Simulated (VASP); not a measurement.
# From VASP inputs to Ansatz: BN (strained measured structure)

INCAR

```
GGA = PE
ISIF = 2
ENCUT = 520
NSW = 0
LASPH = .TRUE.
ISMEAR = -1
LCHARG = .FALSE.
PREC = Accurate
NBANDS = 16
EDIFF = 1E-7
SIGMA = 0.02
IBRION = -1
NELM = 120
LWAVE = .FALSE.
LREAL = .FALSE.
```

KPOINTS

```
KPOINTS created by Atomic Simulation Environment
0
Gamma
12 12 4
0 0 0
```

KPOINTS_OPT

```
special points
8
Reciprocal
0.0000000000 0.0000000000 0.0000000000 1
0.5000000000 0.0000000000 0.0000000000 1
0.3333333333 0.3333333333 0.0000000000 1
0.0000000000 0.0000000000 0.5000000000 1
0.5000000000 0.0000000000 0.5000000000 1
0.3333333333 0.3333333333 0.5000000000 1
0.3072920000 0.3072920000 0.0000000000 1
0.0000000000 0.5000000000 0.0000000000 1
```

POSCAR

```
B  N
 1.0000000000000000
     2.3865560374826060   -0.0000000000288675    0.0000000000000000
    -1.1932780187163030    2.0668181560294974    0.0000000000000000
     0.0000000000000000    0.0000000000000000    6.5242672896000000
 B   N
   2   2
Cartesian
  0.0000000000166666  1.3778787706767093  1.6310668224000000
  1.1932780187496361  0.6889393853239210  4.8932004671999998
  0.0000000000166666  1.3778787706767093  4.8932004671999998
  1.1932780187496361  0.6889393853239210  1.6310668224000000
```

VASP ran with the recommended PBE PAW datasets (16 valence electrons in the cell).

**Question.** Write an Ansatz input for this cell and level of theory.

**Answer.** 

```yaml
crystal:
  lattice:
    - [2.3865560375, 0.0, 0.0]
    - [-1.1932780187, 2.066818156, 0.0]
    - [0.0, 0.0, 6.5242672896]
  atoms:
    - { symbol: B, position: [0.3333333333, 0.6666666667, 0.25] }
    - { symbol: B, position: [0.6666666667, 0.3333333333, 0.75] }
    - { symbol: "N", position: [0.3333333333, 0.6666666667, 0.75] }
    - { symbol: "N", position: [0.6666666667, 0.3333333333, 0.25] }
kpoints:
  mp_grid: { grid: [12, 12, 4] }
  band_path:
    path:
      - [0.0, 0.0, 0.0]
      - [0.5, 0.0, 0.0]
      - [0.3333333333, 0.3333333333, 0.0]
      - [0.0, 0.0, 0.5]
      - [0.5, 0.0, 0.5]
      - [0.3333333333, 0.3333333333, 0.5]
      - [0.307292, 0.307292, 0.0]
      - [0.0, 0.5, 0.0]
    npoints: 1
hamiltonian:
  xc: pbe
scf:
  occupations: { method: fermi_dirac, width: 0.02 }
  n_extra_bands: 5
output:
  forces: true
  stress: true
  eigenvalues: true
```

Other inputs would serve too.

|  | VASP | Ansatz |
| --- | --- | --- |
| gap between bands v and c | 4.43 eV | 4.44 eV |
| least direct gap | 5.00 eV | 5.01 eV |
| pressure | 47.6 GPa | 47.5 GPa |

The two codes use different PAW datasets and cutoffs. VASP's cell holds 16 valence electrons and Ansatz's 16. Ansatz's stress includes a Pulay correction; VASP's doesn't.
